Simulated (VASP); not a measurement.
# BaS (P1) in VASP: single point with r2SCAN

Aim: the single point of BaS with r2SCAN.

Everything below comes from runs of VASP 6.6.1. Logs are shortened: lines on timing, memory, paths and dates and some standing lists are left out, and cuts for length are marked.

## (1) Starting point

The typed cell holds 2 atoms: a = 4.789 Å, b = 4.686 Å, c = 4.626 Å, α = 58.20°, β = 58.99°, γ = 59.25°.

The cell was built by a generator and needn't be a form met in nature.

## (2) Single point, r2SCAN

The input, POSCAR:

```
BaS
1.0
   -0.0036906500      3.3819582600      3.3912497800
    3.3098268900      0.0709750500      3.3165850900
    3.2714285900      3.2688952700      0.1093723500
Ba S
1 1
Direct
    0.9877200000      0.0113570000      0.9916770000
    0.4942130000      0.4947010000      0.5183230000
```

The input, INCAR.step1:

```
PREC     = Accurate       # precision mode
ENCUT    = 520            # plane-wave cutoff, eV
ISMEAR   = -5             # smearing method
SIGMA    = 0.1            # smearing width, eV
LREAL    = F              # projectors in reciprocal space
LASPH    = T              # aspherical terms in the spheres
NELM     = 100            # most SCF steps
NBANDS   = 15             # bands
GGA      = PE             # functional
ALGO     = Normal         # electronic algorithm
EDIFF    = 1E-4           # SCF threshold, eV
LWAVE    = T              # write WAVECAR
LCHARG   = F              # write CHGCAR
```

The input, INCAR.step2:

```
PREC     = Accurate       # precision mode
ENCUT    = 520            # plane-wave cutoff, eV
EDIFF    = 1E-7           # SCF threshold, eV
ISMEAR   = -1             # smearing method
SIGMA    = 0.1            # smearing width, eV
LREAL    = F              # projectors in reciprocal space
LASPH    = T              # aspherical terms in the spheres
NELM     = 100            # most SCF steps
ALGO     = Normal         # electronic algorithm
ISIF     = 2              # what is computed and relaxed
LWAVE    = F              # write WAVECAR
LCHARG   = F              # write CHGCAR
METAGGA  = R2SCAN         # meta-GGA
LMIXTAU  = T            
LORBIT   = 11             # projections on sites
NBANDS   = 15             # bands
ISTART   = 1
```

The input, KPOINTS:

```
Automatic mesh
0
Gamma
  5 5 5
```

Potentials or basis: VASP PAW PBE potentials, release 64 (Ba_sv, S).

Run with:

```console
$ cat potpaw_PBE.64/Ba_sv/POTCAR potpaw_PBE.64/S/POTCAR > POTCAR
$ cp INCAR.step1 INCAR
$ mpirun -np 1 vasp_std > vasp.out
$ cp INCAR.step2 INCAR
$ mpirun -np 1 vasp_std > vasp.out
```

OUTCAR:

```text
PREC = Accurate
   ENCUT = 520
   EDIFF = 1E-7
   ISMEAR = -1
   LREAL = F
   LASPH = T
   NELM = 100
   ISIF = 2
   METAGGA = R2SCAN
   LORBIT = 11
   ISTART = 1

 ion  position               nearest neighbor table
   1  0.988  0.011  0.992-   2 3.18   2 3.26   2 3.28   2 3.33   2 3.33   2 3.40
   2  0.494  0.495  0.518-   1 3.18   1 3.26   1 3.28   1 3.33   1 3.33   1 3.40

  LATTYP: Found a triclinic cell.
 ALAT       =     4.6378776117
 B/A-ratio  =     1.0101225521
 C/A-ratio  =     0.9974391760
 COS(alpha) =     0.0003927836
 COS(beta)  =     0.4654328663
 COS(gamma) =     0.5279705023

  Lattice vectors:

 A1 = (  -3.2751192400,   0.1130629900,   3.2818774300)
 A2 = (  -3.3135175400,   3.3109832100,   0.0746646900)
 A3 = (  -3.2714285900,  -3.2688952700,  -0.1093723500)

Analysis of symmetry for initial positions (statically):
=====================================================================
 Subroutine PRICEL returns:
 Original cell was already a primitive cell.

 Routine SETGRP: Setting up the symmetry group for a
 triclinic supercell.

 Subroutine GETGRP returns: Found  1 space group operations
 (whereof  1 operations were pure point group operations)
 out of a pool of  2 trial point group operations.

The static configuration has the point symmetry C_1 .

Analysis of symmetry for dynamics (positions and initial velocities):
=====================================================================
 Subroutine PRICEL returns:
 Original cell was already a primitive cell.

 Routine SETGRP: Setting up the symmetry group for a
 triclinic supercell.

 Subroutine GETGRP returns: Found  1 space group operations
 (whereof  1 operations were pure point group operations)
 out of a pool of  2 trial point group operations.

The dynamic configuration has the point symmetry C_1 .

 Subroutine INISYM returns: Found  1 space group operations
 (whereof  1 operations are pure point group operations),
 and found     1 'primitive' translations

----------------------------------------------------------------------------------------

                                     Primitive cell

  volume of cell :      71.4140

  direct lattice vectors                    reciprocal lattice vectors
    -0.003690650  3.381958260  3.391249780    -0.151704262  0.146861529  0.148252292
     3.309826890  0.070975050  3.316585090     0.150051099 -0.155356607  0.155094251
     3.271428590  3.268895270  0.109372350     0.153693390  0.157345782 -0.156747415

  length of vectors
     4.789387264  4.686120801  4.626000823     0.257994639  0.265904559  0.270090921

  position of ions in fractional coordinates (direct lattice)
     0.987720000  0.011357000  0.991677000
     0.494213000  0.494701000  0.518323000

  ion indices of the primitive-cell ions
   primitive index   ion index
                 1           1
                 2           2

----------------------------------------------------------------------------------------

 KPOINTS: Automatic mesh

Automatic generation of k-mesh.
 Grid dimensions read from file:
 generate k-points for:    5    5    5

 Generating k-lattice:

  Cartesian coordinates                     Fractional coordinates (reciprocal lattice)
    -0.030340852  0.029372306  0.029650458     0.200000000  0.000000000  0.000000000
     0.030010220 -0.031071321  0.031018850     0.000000000  0.200000000 -0.000000000
     0.030738678  0.031469156 -0.031349483    -0.000000000 -0.000000000  0.200000000

  Length of vectors
     0.051598928  0.053180912  0.054018184

  Shift w.r.t. Gamma in fractional coordinates (k-lattice)
     0.000000000  0.000000000  0.000000000

 Subroutine IBZKPT returns following result:
 ===========================================

 Found     63 irreducible k-points:

 Following reciprocal coordinates:
            Coordinates               Weight
  0.000000  0.000000  0.000000      1.000000
  0.200000  0.000000  0.000000      2.000000
  0.400000 -0.000000  0.000000      2.000000
  0.000000  0.200000  0.000000      2.000000
  0.200000  0.200000  0.000000      2.000000
  0.400000  0.200000  0.000000      2.000000
[... 16 lines left out ...]
 -0.200000  0.200000  0.200000      2.000000
 -0.000000  0.400000  0.200000      2.000000
 [... further k-points ...]
   k-points           NKPTS =     63   k-points in BZ     NKDIM =     63   number of bands    NBANDS=     15
   number of dos      NEDOS =    301   number of ions     NIONS =      2
   total plane-waves  NPLWV =  46656
   dimension x,y,z NGX =    36 NGY =   36 NGZ =   36
   dimension x,y,z NGXF=    72 NGYF=   72 NGZF=   72
   ions per type =               1   1
   NGX,Y,Z   is equivalent  to a cutoff of  12.50, 12.77, 12.94 a.u.
   NGXF,Y,Z  is equivalent  to a cutoff of  24.99, 25.54, 25.87 a.u.
 SYSTEM =  unknown system
   PREC   = accura    normal or accurate (medium, high low for compatibility)
   ISTART =      1    job   : 0-new  1-cont  2-samecut
   ICHARG =      0    charge: 1-file 2-atom 10-const
   ISPIN  =      1    spin polarized calculation?
   LNONCOLLINEAR =      F non collinear calculations
   LSORBIT =      F    spin-orbit coupling
   LASPH  =      T    aspherical Exc in radial PAW
   ENCUT  =  520.0 eV  38.22 Ry    6.18 a.u.   8.91  8.71  8.60*2*pi/ulx,y,z
   NELM   =    100;   NELMIN=  2; NELMDL=  0     # of ELM steps
   EDIFF  = 0.1E-06   stopping-criterion for ELM
   LREAL  =      F    real-space projection
   EDIFFG = 0.1E-05   stopping-criterion for IOM
   NSW    =      0    number of steps for IOM
   IBRION =     -1    ionic relax: 0-MD 1-quasi-New 2-CG
   NFREE  =      0    steps in history (QN), initial steepest desc. (CG)
   ISIF   =      2    stress and relaxation
   ISYM   =      2    0-nonsym 1-usesym 2-fastsym
   POTIM  = 0.5000    time-step for ionic-motion
   TEBEG  =    0.0;   TEEND  =   0.0 temperature during run
   PSTRESS=    0.0 pullay stress
   NELECT =      16.0000    total number of electrons
   NUPDOWN=      -1.0000    fix difference up-down
   EMIN   =  10.00;   EMAX   =-10.00  energy-range for DOS
   EFERMI =   0.00;   METHOD = LEGACY
   ISMEAR =    -1;   SIGMA  =   0.10  broadening in eV -4-tet -1-fermi 0-gaus
   EFERMI_NEDOS =   21; number of points for ismear=-14 and -15
   IALGO  =     38    algorithm
   IMIX   =      4    mixing-type and parameters
     AMIX     =   0.40;   BMIX     =  1.00
     AMIX_MAG =   1.60;   BMIX_MAG =  1.00
  volume/ion in A,a.u.               =      35.71       240.96
  Fermi-wavevector in a.u.,A,eV,Ry     =   0.994307  1.878967 13.451345  0.988646
  Thomas-Fermi vector in A             =   2.126249
   LORBIT       =     11    0 simple, 1 ext, 2 COOP (PROOUT), +10 PAW based schemes
   METAGGA = R2SCAN    functional components
   LHFCALC =     F    Hartree Fock is set to
   AEXX    =    0.0000 exact exchange contribution
   IVDW    =     0    specifies the selected vdW correction
   LEPSILON=     F    determine dielectric tensor
   LRPA    =     F    only Hartree local field effects (RPA)
 non-spin polarized calculation
  energy-cutoff  :      520.00
  volume of cell :       71.41
 maximum number of plane-waves:      1943
   NGX = 17   NGY = 17   NGZ = 17

 number of electron      15.9999999 magnetization

 Free energy of the ion-electron system (eV)
  ---------------------------------------------------
  ext. energy  EPLUGINS =         0.00000000
  ---------------------------------------------------
  free energy    TOTEN  =       -39.14777337 eV

  energy without entropy =      -39.14777291  energy(sigma->0) =      -39.14777314

 E-fermi :   2.1647     XC(G=0):  -8.6795

 val. band max:        0.8392798505   @ k =   0.0000   0.0000   0.0000
 cond. band min:       3.4825639871   @ k =   0.4000   0.0000   0.4000
 fundamental gap:      2.6432841365
 Fermi energy:         2.1647299606

 k-point     1 :       0.0000    0.0000    0.0000
  band No.  band energies     occupation
      1     -26.3618      2.00000
      2     -11.0139      2.00000
      3     -11.0003      2.00000
      4     -10.9988      2.00000
      5      -9.8769      2.00000
      6       0.6987      2.00000
      7       0.7530      2.00000
      8       0.8393      2.00000
      9       4.4657      0.00000
     10       4.8442      0.00000
     11       5.0693      0.00000
     12       5.3293      0.00000
     13       6.0202      0.00000
     14       6.0625      0.00000
     15       9.7646      0.00000

 k-point     2 :       0.2000    0.0000    0.0000
  band No.  band energies     occupation
      1     -26.3526      2.00000
      2     -11.3878      2.00000
      3     -11.0172      2.00000
      4     -11.0048      2.00000
      5      -9.4568      2.00000
      6      -0.0194      2.00000
      7       0.3808      2.00000
      8       0.5194      2.00000
      9       5.0562      0.00000
     10       5.3793      0.00000
     11       5.6657      0.00000
     12       5.8607      0.00000
     13       6.9494      0.00000
     14       7.0125      0.00000
     15      10.9275      0.00000
[... 365 lines left out ...]
      3     -11.0826      2.00000
      4     -11.0690      2.00000
      5      -9.2798      2.00000
      6      -0.4828      2.00000
      7       0.1386      2.00000
      8       0.4315      2.00000
      9       4.4116      0.00000
     10       6.5757      0.00000
     11       7.1030      0.00000
     12       7.4242      0.00000
     13       7.5440      0.00000
     14       9.2309      0.00000
     15      10.4985      0.00000

 k-point    24 :      -0.0000    0.4000    0.2000
  band No.  band energies     occupation
      1     -26.3339      2.00000
      2     -11.5770      2.00000
      3     -11.1023      2.00000
      4     -11.0715      2.00000
      5      -9.2870      2.00000
      6      -0.4378      2.00000
      7       0.1851      2.00000
      8       0.2501      2.00000
      9       4.5411      0.00000
     10       6.6447      0.00000
     11       7.1420      0.00000
     12       7.2740      0.00000
     13       7.5476      0.00000
     14       9.2624      0.00000
     15      10.5627      0.00000

 [... further k-points ...]

------------------------ aborting loop because EDIFF is reached ----------------------------------------

  FORCE on cell =-STRESS in cart. coord.  units (eV):
  Direction    XX          YY          ZZ          XY          YZ          ZX
  --------------------------------------------------------------------------------------
  -------------------------------------------------------------------------------------
  Total       -1.0909006     -0.8906248     -1.1165358      0.0925374     -0.4831550     -0.0750183
  in kB      -24.4744225    -19.9812234    -25.0495497      2.0760819    -10.8396119     -1.6830403
  external PRESSURE =     -23.1683985 kB  Pullay stress =       0.0000000 kB

 VOLUME and BASIS-vectors are now :
 -----------------------------------------------------------------------------
  energy-cutoff  :      520.00
  volume of cell :       71.41
      direct lattice vectors                 reciprocal lattice vectors
    -0.003690650  3.381958260  3.391249780    -0.151704262  0.146861529  0.148252292
     3.309826890  0.070975050  3.316585090     0.150051099 -0.155356607  0.155094251
     3.271428590  3.268895270  0.109372350     0.153693390  0.157345782 -0.156747415

 POSITION                                       TOTAL-FORCE (eV/Angst)
 -----------------------------------------------------------------------------------
      3.27814      6.58292      3.49573         0.046715      0.170538     -0.040141
      3.33121      3.40086      3.37341        -0.046715     -0.170538      0.040141
 -----------------------------------------------------------------------------------
    total drift:                               -0.000326     -0.000220      0.000132

  FREE ENERGIE OF THE ION-ELECTRON SYSTEM (eV)
  ---------------------------------------------------
  free  energy   TOTEN  =       -39.1477733698 eV

  energy  without entropy=      -39.1477729078  energy(sigma->0) =      -39.14777314

 total charge

# of ion       s       p       d       tot
------------------------------------------
    1        2.015   5.629   0.218   7.861
    2        1.308   2.429   0.000   3.737
--------------------------------------------------
tot          3.322   8.058   0.218  11.598
```

It took 2.3 min on 1 thread of Intel Xeon Platinum 8488C (Sapphire Rapids), shared host; peak memory 0.26 GiB.

Results:

```
Free energy                                           : -39.1478 eV
Pressure                                              : -2.3 GPa
Largest force                                         : 0.181 eV/Å
Band gap on the k mesh                                : 2.64 eV, indirect (least direct gap 2.85 eV)
Valence electrons inside the program's atomic spheres : Ba 7.86; S 3.74
```

Forces in eV/Å, atoms in the order of the input:
```
Ba   0.047  0.171 -0.040
S   -0.047 -0.171  0.040
```

Stress tensor (GPa, compression positive):
```
-2.45  0.21 -0.17
 0.21 -2.00 -1.08
-0.17 -1.08 -2.50
```

Caveat: the PAW data sets were made with another functional, which shifts forces and pressure a little; spin-orbit coupling is left out, which moves the levels of the heavy elements; an odd mesh through Γ misses points on the zone boundary, where band edges often lie. r2SCAN opens gaps a little over a GGA but as a rule still falls short of measured ones.
